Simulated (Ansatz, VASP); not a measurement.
This is a calculation of Ag for VASP 6.6.1.

INCAR

```
PREC = Accurate
ENCUT = 520
EDIFF = 1E-7
ISMEAR = -1
SIGMA = 0.05
LREAL = F
LASPH = T
NELM = 60
ALGO = Normal
ISIF = 2
LWAVE = F
LCHARG = T
GGA = PS
LELF = T
LVHAR = T
NBANDS = 12
```

Contents of KPOINTS:

```
Automatic mesh
0
Gamma
  11 11 11
```

Contents of POSCAR:

```
Ag
1.0
   -1.6674370000      1.7096740000      1.6780030000
    1.6448450000     -1.6624760000      1.6082140000
    1.6497410000      1.6447800000     -1.6308050000
Ag
1
Direct
    0.0003600000     -0.0166410000     -0.0026680000
```

Potentials or basis: VASP PAW PBE potentials, release 64 (Ag).

The run is started by

```sh
$ cat potpaw_PBE.64/Ag/POTCAR > POTCAR
$ mpirun -np 1 vasp_std > vasp.out
```

**Question.** Translate it to Ansatz 0.2.0. Potentials there: all-electron LAPW, scalar-relativistic.

**Answer.** As run (the cutoff follows the program's own potentials):

File input.yaml:

```yaml
crystal:
  lattice:
    - [-1.667437, 1.709674, 1.678003]
    - [1.644845, -1.662476, 1.608214]
    - [1.649741, 1.64478, -1.630805]
  atoms:
    - { symbol: Ag, position: [0.00036, -0.016641, -0.002668] }
kpoints:
  mp_grid: { grid: [11, 11, 11] }
scf:
  occupations: { method: fermi_dirac, width: 0.05 }
hamiltonian:
  xc: pbesol
  pseudopotentials: { kind: all_electron, lapw: { basis_error: 0.001 } }
output:
  forces: true
  stress: true
  eigenvalues: true
  populations: true
```

Potentials or basis: all-electron LAPW, scalar-relativistic.

The run is started by

```bash
$ ansatz run input.yaml --threads 1 --pin off --max-ram 3072MiB --backend cpu --events-out ev --progress --plain --runs-dir out
```

Both were run:

|  | VASP | Ansatz | Ansatz less VASP |
| --- | --- | --- | --- |
| gap on the k mesh at the Fermi level (eV) | none | none | - |
| pressure (GPa) | -7.4 | -7.2 | +0.11 |
| largest component of the traceless stress (GPa) | 1.40 | 1.40 | +0.003 |

A gap of «none» marks a metal or a gap that the smearing closes. Ansatz ran all-electron here, so the differences hold the error of VASP's frozen core and of both bases.

Caveats: the PAW data sets were made with another functional, which shifts forces and pressure a little (VASP).
